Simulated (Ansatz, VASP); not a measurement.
Pt: VASP beside Ansatz

```xyz
2
Lattice="2.6620 0.0000 0.0000 -1.3310 2.3054 0.0000 0.0000 0.0000 5.0205" Properties=species:S:1:pos:R:3 pbc="T T T"
Pt    1.3310    0.7685    3.7654
Pt    0.0000    1.5369    1.2551
```

Alike in both runs: task single point; functional PBE; k mesh 18 × 18 × 10; occupations gaussian, width 0.15 eV; no spin polarisation.

```csv
,VASP,Ansatz
version,VASP 6.6.1,Ansatz 0.2.0
potentials or method,"VASP PAW PBE potentials, release 64 (Pt)","scalar-relativistic, plane waves, PAW"
plane-wave cutoff (eV),520,420
valence electrons in the cell,20,36
```

```csv
,VASP,Ansatz,Ansatz less VASP
gap on the k mesh at the Fermi level (eV),none,none,-
pressure (GPa),10.3,10.8,+0.52
largest component of the traceless stress (GPa),15.44,15.52,+0.081
```

A gap of «none» marks a metal or a gap that the smearing closes. The two sets of potentials don't hold the same shells in valence.

The runs have no spin-orbit coupling, so splittings on Pt are missing.
